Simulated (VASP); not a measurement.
# Nb (Im-3m) in VASP: a series of runs

Aim: see how the results for Nb move with the level of theory and the settings. Levels: r2SCAN, r2SCAN+rVV10. Tasks: relaxation of cell and atoms.

All numbers are computed with VASP 6.6.1; they aren't measurements. Logs are shortened: lines on timing, memory, paths and dates and some standing lists are left out, and cuts for length are marked.

## 1. Starting point

Symmetry: Im-3m, No. 229, cubic system. Conventional cell: a = 3.318 Å, b = 3.318 Å, c = 3.318 Å, α = 90.00°, β = 90.00°, γ = 90.00°. Nb (site symmetry m-3m) has 8 Nb at 2.87 Å as nearest neighbours.

## 2. Relaxation of cell and atoms, r2SCAN

The input, INCAR:

```
  PREC = Accurate
  ENCUT = 600
  EDIFF = 1E-7
  ISMEAR = 0
  SIGMA = 0.1
  LREAL = F
  LASPH = T
  NELM = 60
  ALGO = Normal
  ISIF = 3
  LWAVE = F
  LCHARG = F
  METAGGA = R2SCAN
  LMIXTAU = T
  IBRION = 2
  NSW = 90
  EDIFFG = -0.005
```

The input, KPOINTS:

```
regular mesh
0
Gamma
  18 18 18
```

The input, POSCAR:

```
Nb
1.0
   -1.6588161900      1.6588161900      1.6588161900
    1.6588161900     -1.6588161900      1.6588161900
    1.6588161900      1.6588161900     -1.6588161900
Nb
1
Direct
    0.0000000000      0.0000000000      0.0000000000
```

Potentials or basis: VASP PAW PBE potentials, release 64 (Nb_sv).

Started as:

```sh
cat potpaw_PBE.64/Nb_sv/POTCAR > POTCAR
mpirun -np 1 vasp_std > vasp.out
```

OUTCAR:

```text
PREC = Accurate
   ENCUT = 600
   EDIFF = 1E-7
   ISMEAR = 0
   LREAL = F
   LASPH = T
   NELM = 60
   ISIF = 3
   METAGGA = R2SCAN
   IBRION = 2
   NSW = 90
   EDIFFG = -0.005

 ion  position               nearest neighbor table
   1  0.000  0.000  0.000-

  LATTYP: Found a body centered cubic cell.
 ALAT       =     3.3176323800

  Lattice vectors:

 A1 = (  -1.6588161900,   1.6588161900,   1.6588161900)
 A2 = (   1.6588161900,  -1.6588161900,   1.6588161900)
 A3 = (   1.6588161900,   1.6588161900,  -1.6588161900)

Analysis of symmetry for initial positions (statically):
=====================================================================
 Subroutine PRICEL returns:
 Original cell was already a primitive cell.

 Routine SETGRP: Setting up the symmetry group for a
 body centered cubic supercell.

 Subroutine GETGRP returns: Found 48 space group operations
 (whereof 48 operations were pure point group operations)
 out of a pool of 48 trial point group operations.

The static configuration has the point symmetry O_h .

Analysis of symmetry for dynamics (positions and initial velocities):
=====================================================================
 Subroutine PRICEL returns:
 Original cell was already a primitive cell.

 Routine SETGRP: Setting up the symmetry group for a
 body centered cubic supercell.

 Subroutine GETGRP returns: Found 48 space group operations
 (whereof 48 operations were pure point group operations)
 out of a pool of 48 trial point group operations.

The dynamic configuration has the point symmetry O_h .

 Subroutine INISYM returns: Found 48 space group operations
 (whereof 48 operations are pure point group operations),
 and found     1 'primitive' translations

----------------------------------------------------------------------------------------

                                     Primitive cell

  volume of cell :      18.2581

  direct lattice vectors                    reciprocal lattice vectors
    -1.658816190  1.658816190  1.658816190     0.000000000  0.301419773  0.301419773
     1.658816190 -1.658816190  1.658816190     0.301419773  0.000000000  0.301419773
     1.658816190  1.658816190 -1.658816190     0.301419773  0.301419773  0.000000000

  length of vectors
     2.873153921  2.873153921  2.873153921     0.426271931  0.426271931  0.426271931

  position of ions in fractional coordinates (direct lattice)
     0.000000000  0.000000000  0.000000000

  ion indices of the primitive-cell ions
   primitive index   ion index
                 1           1

----------------------------------------------------------------------------------------

 KPOINTS: regular mesh

Automatic generation of k-mesh.
 Grid dimensions read from file:
 generate k-points for:   18   18   18

 Generating k-lattice:

  Cartesian coordinates                     Fractional coordinates (reciprocal lattice)
     0.000000000  0.016745543  0.016745543     0.055555556  0.000000000  0.000000000
     0.016745543  0.000000000  0.016745543     0.000000000  0.055555556  0.000000000
     0.016745543  0.016745543  0.000000000     0.000000000  0.000000000  0.055555556

  Length of vectors
     0.023681774  0.023681774  0.023681774

  Shift w.r.t. Gamma in fractional coordinates (k-lattice)
     0.000000000  0.000000000  0.000000000

 Subroutine IBZKPT returns following result:
 ===========================================

 Found    195 irreducible k-points:

 Following reciprocal coordinates:
            Coordinates               Weight
  0.000000  0.000000  0.000000      1.000000
  0.055556  0.000000  0.000000     12.000000
  0.111111  0.000000  0.000000     12.000000
  0.166667  0.000000  0.000000     12.000000
  0.222222  0.000000  0.000000     12.000000
  0.277778  0.000000  0.000000     12.000000
[... 16 lines left out ...]
  0.333333  0.111111  0.000000     48.000000
  0.388889  0.111111  0.000000     48.000000
 [... further k-points ...]
   k-points           NKPTS =    195   k-points in BZ     NKDIM =    195   number of bands    NBANDS=     10
   number of dos      NEDOS =    301   number of ions     NIONS =      1
   total plane-waves  NPLWV =  13824
   dimension x,y,z NGX =    24 NGY =   24 NGZ =   24
   dimension x,y,z NGXF=    48 NGYF=   48 NGZF=   48
   ions per type =               1
   NGX,Y,Z   is equivalent  to a cutoff of  13.89, 13.89, 13.89 a.u.
   NGXF,Y,Z  is equivalent  to a cutoff of  27.77, 27.77, 27.77 a.u.
 SYSTEM =  unknown system
   PREC   = accura    normal or accurate (medium, high low for compatibility)
   ISTART =      0    job   : 0-new  1-cont  2-samecut
   ICHARG =      2    charge: 1-file 2-atom 10-const
   ISPIN  =      1    spin polarized calculation?
   LNONCOLLINEAR =      F non collinear calculations
   LSORBIT =      F    spin-orbit coupling
   LASPH  =      T    aspherical Exc in radial PAW
   ENCUT  =  600.0 eV  44.10 Ry    6.64 a.u.   5.74  5.74  5.74*2*pi/ulx,y,z
   NELM   =     60;   NELMIN=  2; NELMDL= -5     # of ELM steps
   EDIFF  = 0.1E-06   stopping-criterion for ELM
   LREAL  =      F    real-space projection
   EDIFFG = -.5E-02   stopping-criterion for IOM
   NSW    =     90    number of steps for IOM
   IBRION =      2    ionic relax: 0-MD 1-quasi-New 2-CG
   NFREE  =      1    steps in history (QN), initial steepest desc. (CG)
   ISIF   =      3    stress and relaxation
   ISYM   =      2    0-nonsym 1-usesym 2-fastsym
   POTIM  = 0.5000    time-step for ionic-motion
   TEBEG  =    0.0;   TEEND  =   0.0 temperature during run
   PSTRESS=    0.0 pullay stress
   NELECT =      13.0000    total number of electrons
   NUPDOWN=      -1.0000    fix difference up-down
   EMIN   =  10.00;   EMAX   =-10.00  energy-range for DOS
   EFERMI =   0.00;   METHOD = LEGACY
   ISMEAR =     0;   SIGMA  =   0.10  broadening in eV -4-tet -1-fermi 0-gaus
   EFERMI_NEDOS =   21; number of points for ismear=-14 and -15
   IALGO  =     38    algorithm
   IMIX   =      4    mixing-type and parameters
     AMIX     =   0.40;   BMIX     =  1.00
     AMIX_MAG =   1.60;   BMIX_MAG =  1.00
  volume/ion in A,a.u.               =      18.26       123.21
  Fermi-wavevector in a.u.,A,eV,Ry     =   1.461855  2.762506 29.075930  2.137021
  Thomas-Fermi vector in A             =   2.578137
   LORBIT       =      0    0 simple, 1 ext, 2 COOP (PROOUT), +10 PAW based schemes
   METAGGA = R2SCAN    functional components
   LHFCALC =     F    Hartree Fock is set to
   AEXX    =    0.0000 exact exchange contribution
   IVDW    =     0    specifies the selected vdW correction
   LEPSILON=     F    determine dielectric tensor
   LRPA    =     F    only Hartree local field effects (RPA)
 conjugate gradient relaxation of ions
 non-spin polarized calculation
 Gauss-broadening in eV      SIGMA  =   0.10
  energy-cutoff  :      600.00
  volume of cell :       18.26
 maximum number of plane-waves:       623
   NGX = 11   NGY = 11   NGZ = 11

--------------------------------------- Ionic step        1  -------------------------------------------

 number of electron      12.9999999 magnetization

 Free energy of the ion-electron system (eV)
  ---------------------------------------------------
  ext. energy  EPLUGINS =         0.00000000
  ---------------------------------------------------
  free energy    TOTEN  =       -24.84373503 eV

  energy without entropy =      -24.83581388  energy(sigma->0) =      -24.83977445

------------------------ aborting loop because EDIFF is reached ----------------------------------------

  FORCE on cell =-STRESS in cart. coord.  units (eV):
  Direction    XX          YY          ZZ          XY          YZ          ZX
  --------------------------------------------------------------------------------------
  -------------------------------------------------------------------------------------
  Total       -0.2475701     -0.2475701     -0.2475701      0.0000000     -0.0000000      0.0000000
  in kB      -21.7247143    -21.7247143    -21.7247143      0.0000000     -0.0000000      0.0000000
  external PRESSURE =     -21.7247143 kB  Pullay stress =       0.0000000 kB
[... 55 lines left out ...]
  energy  without entropy=      -24.8320884453  energy(sigma->0) =      -24.83599596

--------------------------------------- Ionic step        3  -------------------------------------------

 number of electron      13.0000000 magnetization

 Free energy of the ion-electron system (eV)
  ---------------------------------------------------
  ext. energy  EPLUGINS =         0.00000000
  ---------------------------------------------------
  free energy    TOTEN  =       -24.84530936 eV

  energy without entropy =      -24.83735229  energy(sigma->0) =      -24.84133082

 E-fermi :  11.1005     XC(G=0): -13.6210

 val. band max:       11.0966497177   @ k =  -0.2222   0.2778   0.1111
 cond. band min:      11.1142374422   @ k =  -0.3333   0.4444   0.0556
 fundamental gap:      0.0175877246
 Fermi energy:        11.1004653729

 k-point     1 :       0.0000    0.0000    0.0000
  band No.  band energies     occupation
      1     -45.0371      2.00000
      2     -19.5781      2.00000
      3     -19.5781      2.00000
      4     -19.5781      2.00000
      5       4.8358      2.00000
      6      11.5653      0.00000
      7      11.5653      0.00000
      8      11.5653      0.00000
      9      14.6851      0.00000
     10      14.6851      0.00000
[... 287 lines left out ...]
 k-point    24 :       0.3889    0.1111    0.0000
  band No.  band energies     occupation
      1     -44.7692      2.00000
      2     -20.9319      2.00000
      3     -20.0704      2.00000
      4     -19.6540      2.00000
      5       7.6248      2.00000
      6       9.5484      2.00000
      7      12.2087      0.00000
      8      14.5334      0.00000
      9      15.6661      0.00000
     10      18.1366      0.00000

 [... further k-points ...]

------------------------ aborting loop because EDIFF is reached ----------------------------------------

  FORCE on cell =-STRESS in cart. coord.  units (eV):
  Direction    XX          YY          ZZ          XY          YZ          ZX
  --------------------------------------------------------------------------------------
  -------------------------------------------------------------------------------------
  Total       -0.0012629     -0.0012629     -0.0012629      0.0000000     -0.0000000     -0.0000000
  in kB       -0.1122307     -0.1122307     -0.1122307      0.0000000     -0.0000000     -0.0000000
  external PRESSURE =      -0.1122307 kB  Pullay stress =       0.0000000 kB
[... 16 lines left out ...]
  FREE ENERGIE OF THE ION-ELECTRON SYSTEM (eV)
  ---------------------------------------------------
  free  energy   TOTEN  =       -24.8453093554 eV

  energy  without entropy=      -24.8373522905  energy(sigma->0) =      -24.84133082

 reached required accuracy - stopping structural energy minimisation
```

Run time: 2.5 min. Hardware: 1 thread of Intel Xeon 6975P-C (Granite Rapids), shared host; peak memory 0.18 GiB.

Results:

- Free energy: -24.8453 eV
- Relaxed volume: 18.03 Å³/atom
- Relaxed cell: a = 2.861 Å, b = 2.861 Å, c = 2.861 Å, α = 109.47°, β = 109.47°, γ = 109.47°
- Space group after relaxing (to 0.05 Å): Im-3m (No. 229)
- Energy gained by relaxing: 1.6 meV/atom
- Ionic steps: 3
- Pressure after relaxing: 0.0 GPa
- Band gap on the k mesh: none (metal or under the smearing width)

Step by step:
```
step  energy change (eV)  largest force (eV/Å)  pressure (GPa)  volume (Å³)
   1              0.0000                0.0000           -2.17        18.26
   2              0.0038                0.0000            4.23        17.61
   3             -0.0016                0.0000           -0.01        18.03
```

Final structure:
```yaml
crystal:
  lattice:
    - [-1.65186, 1.65186, 1.65186]
    - [1.65186, -1.65186, 1.65186]
    - [1.65186, 1.65186, -1.65186]
  atoms:
    - { symbol: Nb, position: [0.00000, 0.00000, 0.00000] }
```

Caveat: the PAW data sets were made with another functional, which shifts forces and pressure a little.

## 3. Relaxation of cell and atoms, r2SCAN+rVV10

Changes to INCAR since step 2:

```diff
@@ -14,2 +14,6 @@
   LMIXTAU = T
+  LUSE_VDW = T
+  IVDW_NL = 2
+  BPARAM = 11.95
+  CPARAM = 0.0093
   IBRION = 2
```

KPOINTS is that of step 2.

POSCAR is that of step 2.

Potentials or basis: VASP PAW PBE potentials, release 64 (Nb_sv).

Started as:

```sh
cat potpaw_PBE.64/Nb_sv/POTCAR > POTCAR
mpirun -np 1 vasp_std > vasp.out
```

Wall time 3.2 min (1 thread of Intel Xeon 6975P-C (Granite Rapids), shared host); peak memory 0.26 GiB.

The run converged. Its results:

```yaml
Free_energy: -24.6327 eV
Relaxed_volume: 17.91 Å³/atom
Relaxed_cell: a = 2.855 Å, b = 2.855 Å, c = 2.855 Å, α = 109.47°, β = 109.47°, γ = 109.47°
Space_group_after_relaxing_to_0.05_Å: Im-3m (No. 229)
Energy_gained_by_relaxing: 3.8 meV/atom
Ionic_steps: 3
Pressure_after_relaxing: 0.0 GPa
Band_gap_on_the_k_mesh: none (metal or under the smearing width)
```

Step by step:
```
step  energy change (eV)  largest force (eV/Å)  pressure (GPa)  volume (Å³)
   1              0.0000                0.0000           -3.37        18.26
   2              0.0096                0.0000            6.87        17.26
   3             -0.0038                0.0000           -0.03        17.91
```

Final structure:
```xyz
1
Lattice="-1.6481 1.6481 1.6481 1.6481 -1.6481 1.6481 1.6481 1.6481 -1.6481" Properties=species:S:1:pos:R:3 pbc="T T T"
Nb    0.0000    0.0000    0.0000
```

Levels at points of the mesh, in eV from the Fermi level:
| k point | band 3 | band 4 | band 5 | band 6 | band 7 | band 8 | band 9 | band 10 |
| --- | --- | --- | --- | --- | --- | --- | --- | --- |
| (0.00, 0.00, 0.00) | -30.63 | -30.63 | -6.29 | 0.47 | 0.47 | 0.47 | 3.61 | 3.61 |
| (0.50, 0.00, 0.00) | -31.09 | -30.65 | -3.91 | -1.71 | 2.30 | 3.63 | 4.37 | 6.74 |
| (0.50, 0.50, 0.50) | -31.64 | -31.64 | -3.91 | -3.91 | 5.94 | 5.94 | 5.94 | 9.59 |

Caveat: the PAW data sets were made with another functional, which shifts forces and pressure a little.
